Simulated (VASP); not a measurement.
# ZnS (Wurtzite-2H) (P6_3mc) in VASP: further runs

ZnS (Wurtzite-2H) is run at these levels: LDA, BLYP+D3(BJ); tasks: single point.

Everything below comes from runs of VASP 6.6.1. Logs are shortened: lines on timing, memory, paths and dates and some standing lists are left out, and cuts for length are marked.

**Experimental background.**

From a printed reference work, monograph, for a bulk crystal of ZnS at 4 K: band gap 3.911 eV (direct).

The runs below are set against these values where they give the same quantity.

## Step 1: The cell of the first run

It takes space group P6_3mc (No. 186, hexagonal). Conventional cell: a = 3.811 Å, b = 3.811 Å, c = 6.234 Å, α = 90.00°, β = 90.00°, γ = 120.00°. Zn (site symmetry 3m) has 4 S at 2.31 to 2.40 Å within 3.1 Å. Within 3.1 Å of S (site symmetry 3m) lie 4 Zn at 2.31 to 2.40 Å.

## Step 2: Single point, LDA

Contents of INCAR:

```
SYSTEM = ZnS
PREC = Accurate
ENCUT = 520
EDIFF = 1E-6
ISMEAR = -1
SIGMA = 0.05
LREAL = .FALSE.
LASPH = .TRUE.
NELM = 60
ALGO = Normal
ISIF = 2
LWAVE = .FALSE.
LCHARG = .FALSE.
NBANDS = 26
```

Contents of KPOINTS:

```
Automatic mesh
0
G
  8 8 5
  0 0 0
```

Contents of POSCAR:

```
ZnS
1.0
    3.8110000000      0.0000000000      0.0000000000
   -1.9055000000      3.3004228138      0.0000000000
    0.0000000000      0.0000000000      6.2340000000
Zn S
2 2
Direct
    0.6666666667      0.3333333333      0.5000000000
    0.3333333333      0.6666666667      0.0000000000
    0.6666666667      0.3333333333      0.8850000000
    0.3333333333      0.6666666667      0.3850000000
```

Potentials or basis: VASP PAW LDA potentials, release 64 (Zn, S).

The run is started by

```sh
$ cat potpaw_LDA.64/Zn/POTCAR potpaw_LDA.64/S/POTCAR > POTCAR
$ mpirun -np 1 vasp_std > vasp.out
```

OUTCAR:

```text
SYSTEM = ZnS
   PREC = Accurate
   ENCUT = 520
   EDIFF = 1E-6
   ISMEAR = -1
   LREAL = .FALSE.
   LASPH = .TRUE.
   NELM = 60
   ISIF = 2

 ion  position               nearest neighbor table
   1  0.667  0.333  0.500-   4 2.31   4 2.31   4 2.31   3 2.40
   2  0.333  0.667  0.000-   3 2.31   3 2.31   3 2.31   4 2.40
   3  0.667  0.333  0.885-   2 2.31   2 2.31   2 2.31   1 2.40
   4  0.333  0.667  0.385-   1 2.31   1 2.31   1 2.31   2 2.40

  LATTYP: Found a hexagonal cell.
 ALAT       =     3.8110000000
 C/A-ratio  =     1.6357911309

  Lattice vectors:

 A1 = (   3.8110000000,   0.0000000000,   0.0000000000)
 A2 = (  -1.9055000000,   3.3004228138,   0.0000000000)
 A3 = (   0.0000000000,   0.0000000000,   6.2340000000)

Analysis of symmetry for initial positions (statically):
=====================================================================
 Subroutine PRICEL returns:
 Original cell was already a primitive cell.

 Routine SETGRP: Setting up the symmetry group for a
 hexagonal supercell.

 Subroutine GETGRP returns: Found 12 space group operations
 (whereof  6 operations were pure point group operations)
 out of a pool of 24 trial point group operations.

The static configuration has the point symmetry C_3v.
 The point group associated with its full space group is C_6v.

Analysis of symmetry for dynamics (positions and initial velocities):
=====================================================================
 Subroutine PRICEL returns:
 Original cell was already a primitive cell.

 Routine SETGRP: Setting up the symmetry group for a
 hexagonal supercell.

 Subroutine GETGRP returns: Found 12 space group operations
 (whereof  6 operations were pure point group operations)
 out of a pool of 24 trial point group operations.

The dynamic configuration has the point symmetry C_3v.
 The point group associated with its full space group is C_6v.

 Subroutine INISYM returns: Found 12 space group operations
 (whereof  6 operations are pure point group operations),
 and found     1 'primitive' translations

----------------------------------------------------------------------------------------

                                     Primitive cell

  volume of cell :      78.4107

  direct lattice vectors                    reciprocal lattice vectors
     3.811000000  0.000000000  0.000000000     0.262398321  0.151495741  0.000000000
    -1.905500000  3.300422814  0.000000000     0.000000000  0.302991482  0.000000000
     0.000000000  0.000000000  6.234000000     0.000000000  0.000000000  0.160410651

  length of vectors
     3.811000000  3.811000000  6.234000000     0.302991482  0.302991482  0.160410651

  position of ions in fractional coordinates (direct lattice)
     0.666666667  0.333333333  0.500000000
     0.333333333  0.666666667  0.000000000
     0.666666667  0.333333333  0.885000000
     0.333333333  0.666666667  0.385000000

  ion indices of the primitive-cell ions
   primitive index   ion index
                 1           1
                 2           2
                 3           3
                 4           4

----------------------------------------------------------------------------------------

 KPOINTS: Automatic mesh

Automatic generation of k-mesh.
 Grid dimensions read from file:
 generate k-points for:    8    8    5

 Generating k-lattice:

  Cartesian coordinates                     Fractional coordinates (reciprocal lattice)
     0.032799790  0.018936968  0.000000000     0.125000000  0.000000000  0.000000000
     0.000000000  0.037873935  0.000000000     0.000000000  0.125000000  0.000000000
     0.000000000  0.000000000  0.032082130     0.000000000  0.000000000  0.200000000

  Length of vectors
     0.037873935  0.037873935  0.032082130

  Shift w.r.t. Gamma in fractional coordinates (k-lattice)
     0.000000000  0.000000000  0.000000000

 Subroutine IBZKPT returns following result:
 ===========================================

 Found     30 irreducible k-points:

 Following reciprocal coordinates:
            Coordinates               Weight
  0.000000  0.000000  0.000000      1.000000
  0.125000  0.000000  0.000000      6.000000
  0.250000  0.000000  0.000000      6.000000
  0.375000  0.000000  0.000000      6.000000
  0.500000  0.000000  0.000000      3.000000
  0.125000  0.125000  0.000000      6.000000
[... 16 lines left out ...]
  0.250000  0.000000  0.400000     12.000000
  0.375000  0.000000  0.400000     12.000000
 [... further k-points ...]
   k-points           NKPTS =     30   k-points in BZ     NKDIM =     30   number of bands    NBANDS=     26
   number of dos      NEDOS =    301   number of ions     NIONS =      4
   total plane-waves  NPLWV =  37632
   dimension x,y,z NGX =    28 NGY =   28 NGZ =   48
   dimension x,y,z NGXF=    56 NGYF=   56 NGZF=   96
   ions per type =               2   2
   NGX,Y,Z   is equivalent  to a cutoff of  12.21, 12.21, 12.80 a.u.
   NGXF,Y,Z  is equivalent  to a cutoff of  24.43, 24.43, 25.60 a.u.
 SYSTEM =  ZnS
   PREC   = accura    normal or accurate (medium, high low for compatibility)
   ISTART =      0    job   : 0-new  1-cont  2-samecut
   ICHARG =      2    charge: 1-file 2-atom 10-const
   ISPIN  =      1    spin polarized calculation?
   LNONCOLLINEAR =      F non collinear calculations
   LSORBIT =      F    spin-orbit coupling
   LASPH  =      T    aspherical Exc in radial PAW
   ENCUT  =  520.0 eV  38.22 Ry    6.18 a.u.   7.09  7.09 11.59*2*pi/ulx,y,z
   NELM   =     60;   NELMIN=  2; NELMDL= -5     # of ELM steps
   EDIFF  = 0.1E-05   stopping-criterion for ELM
   LREAL  =      F    real-space projection
   EDIFFG = 0.1E-04   stopping-criterion for IOM
   NSW    =      0    number of steps for IOM
   IBRION =     -1    ionic relax: 0-MD 1-quasi-New 2-CG
   NFREE  =      0    steps in history (QN), initial steepest desc. (CG)
   ISIF   =      2    stress and relaxation
   ISYM   =      2    0-nonsym 1-usesym 2-fastsym
   POTIM  = 0.5000    time-step for ionic-motion
   TEBEG  =    0.0;   TEEND  =   0.0 temperature during run
   PSTRESS=    0.0 pullay stress
   NELECT =      36.0000    total number of electrons
   NUPDOWN=      -1.0000    fix difference up-down
   EMIN   =  10.00;   EMAX   =-10.00  energy-range for DOS
   EFERMI =   0.00;   METHOD = LEGACY
   ISMEAR =    -1;   SIGMA  =   0.05  broadening in eV -4-tet -1-fermi 0-gaus
   EFERMI_NEDOS =   21; number of points for ismear=-14 and -15
   IALGO  =     38    algorithm
   IMIX   =      4    mixing-type and parameters
     AMIX     =   0.40;   BMIX     =  1.00
     AMIX_MAG =   1.60;   BMIX_MAG =  1.00
  volume/ion in A,a.u.               =      19.60       132.29
  Fermi-wavevector in a.u.,A,eV,Ry     =   1.262943  2.386617 21.701647  1.595026
  Thomas-Fermi vector in A             =   2.396326
   LORBIT       =      0    0 simple, 1 ext, 2 COOP (PROOUT), +10 PAW based schemes
   GGA     = CA    functional components
   LHFCALC =     F    Hartree Fock is set to
   AEXX    =    0.0000 exact exchange contribution
   IVDW    =     0    specifies the selected vdW correction
   LEPSILON=     F    determine dielectric tensor
   LRPA    =     F    only Hartree local field effects (RPA)
 non-spin polarized calculation
  energy-cutoff  :      520.00
  volume of cell :       78.41
 maximum number of plane-waves:      2128
   NGX = 15   NGY = 15   NGZ = 23

 number of electron      35.9999977 magnetization

 Free energy of the ion-electron system (eV)
  ---------------------------------------------------
  ext. energy  EPLUGINS =         0.00000000
  ---------------------------------------------------
  free energy    TOTEN  =       -16.33528690 eV

  energy without entropy =      -16.33528690  energy(sigma->0) =      -16.33528690

 E-fermi :   3.0052     XC(G=0): -10.0606

 val. band max:        1.9857223282   @ k =   0.0000   0.0000   0.0000
 cond. band min:       4.0053852858   @ k =   0.0000   0.0000   0.0000
 fundamental gap:      2.0196629576
 Fermi energy:         3.0052335565

 k-point     1 :       0.0000    0.0000    0.0000
  band No.  band energies     occupation
      1     -11.1803      2.00000
      2     -10.2334      2.00000
      3      -4.5465      2.00000
      4      -4.5465      2.00000
      5      -4.4843      2.00000
      6      -4.4843      2.00000
[... 18 lines left out ...]
     25       9.4863      0.00000
     26      11.0343      0.00000

 k-point     2 :       0.1250    0.0000    0.0000
  band No.  band energies     occupation
      1     -11.0716      2.00000
      2     -10.1709      2.00000
      3      -4.5546      2.00000
      4      -4.5217      2.00000
      5      -4.4768      2.00000
      6      -4.4525      2.00000
[... 18 lines left out ...]
     25       9.9720      0.00000
     26      10.4100      0.00000

 k-point     3 :       0.2500    0.0000    0.0000
  band No.  band energies     occupation
      1     -10.7796      2.00000
      2     -10.0243      2.00000
      3      -4.5542      2.00000
      4      -4.4669      2.00000
      5      -4.4522      2.00000
      6      -4.3718      2.00000
[... 18 lines left out ...]
     25      10.2561      0.00000
     26      10.7845      0.00000

 k-point     4 :       0.3750    0.0000    0.0000
  band No.  band energies     occupation
      1     -10.4181      2.00000
      2      -9.9054      2.00000
      3      -4.5217      2.00000
      4      -4.4237      2.00000
      5      -4.3866      2.00000
      6      -4.2871      2.00000
[... 18 lines left out ...]
     25      10.5749      0.00000
     26      12.0574      0.00000
[... 496 lines left out ...]
      1     -10.7913      2.00000
      2     -10.5153      2.00000
      3      -4.5461      2.00000
      4      -4.5175      2.00000
      5      -4.5035      2.00000
      6      -4.4822      2.00000
[... 18 lines left out ...]
     25       9.2481      0.00000
     26       9.5653      0.00000

 k-point    23 :       0.2500    0.0000    0.4000
  band No.  band energies     occupation
      1     -10.5363      2.00000
      2     -10.3035      2.00000
      3      -4.5512      2.00000
      4      -4.5127      2.00000
      5      -4.4380      2.00000
      6      -4.4086      2.00000
[... 18 lines left out ...]
     25       9.7622      0.00000
     26      10.3208      0.00000

 k-point    24 :       0.3750    0.0000    0.4000
  band No.  band energies     occupation
      1     -10.2410      2.00000
      2     -10.0818      2.00000
      3      -4.5302      2.00000
      4      -4.4884      2.00000
      5      -4.3778      2.00000
      6      -4.3351      2.00000
[... 18 lines left out ...]
     25      10.8373      0.00000
     26      11.2704      0.00000

 [... further k-points ...]
[... 5 lines left out ...]
  --------------------------------------------------------------------------------------
  -------------------------------------------------------------------------------------
  Total       -1.5483539     -1.5483539     -2.3018739      0.0000000     -0.0000000      0.0000000
  in kB      -31.6377431    -31.6377431    -47.0345268      0.0000000     -0.0000000      0.0000000
  external PRESSURE =     -36.7700043 kB  Pullay stress =       0.0000000 kB

 VOLUME and BASIS-vectors are now :
 -----------------------------------------------------------------------------
  energy-cutoff  :      520.00
  volume of cell :       78.41
      direct lattice vectors                 reciprocal lattice vectors
     3.811000000  0.000000000  0.000000000     0.262398321  0.151495741  0.000000000
    -1.905500000  3.300422814  0.000000000     0.000000000  0.302991482  0.000000000
     0.000000000  0.000000000  6.234000000     0.000000000  0.000000000  0.160410651

 POSITION                                       TOTAL-FORCE (eV/Angst)
 -----------------------------------------------------------------------------------
      1.90550      1.10014      3.11700         0.000000     -0.000000      0.297829
     -0.00000      2.20028      0.00000        -0.000000      0.000000      0.297829
      1.90550      1.10014      5.51709        -0.000000     -0.000000     -0.297829
     -0.00000      2.20028      2.40009        -0.000000     -0.000000     -0.297829
 -----------------------------------------------------------------------------------
    total drift:                               -0.000000     -0.000000      0.000208

  FREE ENERGIE OF THE ION-ELECTRON SYSTEM (eV)
  ---------------------------------------------------
  free  energy   TOTEN  =       -16.3352868957 eV

  energy  without entropy=      -16.3352868956  energy(sigma->0) =      -16.33528690
```

Run time: 17 s. Hardware: 1 thread of Intel Xeon 6975P-C (Granite Rapids), shared host; peak memory 0.18 GiB.

Results:

```
Free energy            : -16.3353 eV
Pressure               : -3.7 GPa
Largest force          : 0.298 eV/Å
Band gap on the k mesh : 2.02 eV, direct
```

Forces on the atoms (eV/Å):
```
Zn   0.000  0.000  0.298
Zn   0.000  0.000  0.298
S    0.000  0.000 -0.298
S    0.000  0.000 -0.298
```

Levels at points of the mesh, in eV from the valence-band top:
```
           k point  band 15  band 16  band 17  band 18  band 19  band 20  band 21  band 22
(0.00, 0.00, 0.00)    -0.88    -0.02    -0.02     0.00     2.02     2.80     6.15     6.15
(0.50, 0.00, 0.00)    -3.22    -2.28    -1.61    -1.00     3.42     4.10     5.00     7.01
```

## Step 3: Single point, BLYP+D3(BJ)

This run uses another cell than the first one, of 19.99 Å³/atom, 1.020 times its volume.

Contents of INCAR:

```
SYSTEM = ZnS
PREC = Accurate
ENCUT = 520
EDIFF = 1E-7
ISMEAR = -1
SIGMA = 0.05
LREAL = .FALSE.
LASPH = .TRUE.
NELM = 80
ALGO = Normal
ISIF = 2
LWAVE = .FALSE.
LCHARG = .TRUE.
GGA = B5
ALDAX = 1.0
AGGAX = 1.0
AGGAC = 1.0
ALDAC = 0.0
IVDW = 12
VDW_S6 = 1.0
VDW_S8 = 2.6996
VDW_A1 = 0.4298
VDW_A2 = 4.2359
LELF = .TRUE.
LVHAR = .TRUE.
NBANDS = 26
```

Contents of KPOINTS:

```
regular mesh
0
G
  8 8 5
  0 0 0
```

Contents of POSCAR:

```
ZnS
1.0
    3.8362391461      0.0000000000      0.0000000000
   -1.9181195731      3.3222805555      0.0000000000
    0.0000000000      0.0000000000      6.2752859714
Zn S
2 2
Direct
    0.6666666667      0.3333333333      0.5000000000
    0.3333333333      0.6666666667      0.0000000000
    0.6666666667      0.3333333333      0.8850000000
    0.3333333333      0.6666666667      0.3850000000
```

Potentials or basis: VASP PAW PBE potentials, release 64 (Zn, S).

The run is started by

```sh
$ cat potpaw_PBE.64/Zn/POTCAR potpaw_PBE.64/S/POTCAR > POTCAR
$ mpirun -np 1 vasp_std > vasp.out
```

Run time: 35 s. Hardware: 1 thread of Intel Xeon 6975P-C (Granite Rapids), shared host; peak memory 0.22 GiB.

Results (log left out):

```yaml
Free_energy: -14.1761 eV
Pressure: -1.3 GPa
Largest_force: 0.327 eV/Å
Band_gap_on_the_k_mesh: 2.16 eV, direct
Dispersion_energy_per_atom: -0.656 eV
```

Forces in eV/Å, atoms in the order of the input:
```
Zn   0.000  0.000  0.327
Zn   0.000  0.000  0.327
S    0.000  0.000 -0.327
S    0.000  0.000 -0.327
```

Stress tensor (GPa, compression positive):
```
-0.74  0.00  0.00
 0.00 -0.74  0.00
 0.00  0.00 -2.40
```

Levels at points of the mesh, in eV from the valence-band top:
| k point | band 15 | band 16 | band 17 | band 18 | band 19 | band 20 | band 21 | band 22 |
| --- | --- | --- | --- | --- | --- | --- | --- | --- |
| (0.00, 0.00, 0.00) | -0.83 | -0.02 | -0.02 | 0.00 | 2.16 | 2.97 | 6.36 | 6.36 |
| (0.50, 0.00, 0.00) | -3.02 | -2.15 | -1.47 | -0.95 | 3.69 | 4.22 | 5.31 | 7.23 |

Caveat: the PAW data sets were made with another functional, which shifts forces and pressure a little.

## Step 4: Single point, LDA

This run uses another cell than the first one, of 19.99 Å³/atom, 1.020 times its volume.

Contents of INCAR:

```
  ALGO = Normal
  EDIFF = 1E-7
  ENCUT = 520
  ISIF = 2
  ISMEAR = -1
  LASPH = True
  LCHARG = False
  LREAL = False
  LWAVE = False
  NBANDS = 26
  NELM = 80
  PREC = Accurate
  SIGMA = 0.05
```

Contents of KPOINTS:

```
k-points
0
Gamma
  8 8 5
```

POSCAR is that of step 3.

Potentials or basis: VASP PAW LDA potentials, release 64 (Zn, S).

The run is started by

```sh
$ cat potpaw_LDA.64/Zn/POTCAR potpaw_LDA.64/S/POTCAR > POTCAR
$ mpirun -np 1 vasp_std > vasp.out
```

It took 25 s on 1 thread of Intel Xeon 6975P-C (Granite Rapids), shared host; peak memory 0.19 GiB.

It converged, with:

- Free energy: -16.2931 eV
- Pressure: -5.0 GPa
- Largest force: 0.275 eV/Å
- Band gap on the k mesh: 1.92 eV, direct

Forces in eV/Å, atoms in the order of the input:
```
Zn   0.000  0.000  0.275
Zn   0.000  0.000  0.275
S    0.000  0.000 -0.275
S    0.000  0.000 -0.275
```

Stress tensor (GPa, compression positive):
```
-4.57  0.00  0.00
 0.00 -4.57  0.00
 0.00  0.00 -5.84
```

Levels at points of the mesh, in eV from the valence-band top:
```
           k point  band 16  band 17  band 18  band 19  band 20  band 21
(0.00, 0.00, 0.00)    -0.02    -0.02     0.00     1.92     2.76     6.16
(0.50, 0.00, 0.00)    -2.22    -1.55    -0.97     3.43     4.04     5.01
```

## Step 5: Overview

```csv
level,potentials or basis,cell,gap on the mesh (eV),pressure (GPa),largest force (eV/Å)
LDA,"VASP PAW LDA potentials, release 64 (Zn, S)","a = 3.811, b = 3.811, c = 6.234 Å, angles 90.0, 90.0, 120.0°, 4 atoms",2.02,-3.7,0.30
BLYP+D3(BJ),"VASP PAW PBE potentials, release 64 (Zn, S)","a = 3.836, b = 3.836, c = 6.275 Å, angles 90.0, 90.0, 120.0°, 4 atoms",2.16,-1.3,0.33
LDA,"VASP PAW LDA potentials, release 64 (Zn, S)","a = 3.836, b = 3.836, c = 6.275 Å, angles 90.0, 90.0, 120.0°, 4 atoms",1.92,-5.0,0.28
```

Alike in all rows: task single point; no spin polarisation; k mesh 8 × 8 × 5; cutoff (eV) 520; smearing fermi-dirac 0.05 eV.

Caveats: the PAW data sets were made with another functional, which shifts forces and pressure a little (some runs).

Absolute energies hang on the potentials; compare differences alone.

## Step 6: Against experiment

Step 3. Against the measured gap of ZnS, 3.911 eV (direct; 4 K; a printed reference work, monograph), the calculated 2.16 eV is off by -1.75 eV. The value is that of BLYP+D3(BJ), without temperature or zero-point motion. Semilocal functionals fall short of measured gaps as a rule.
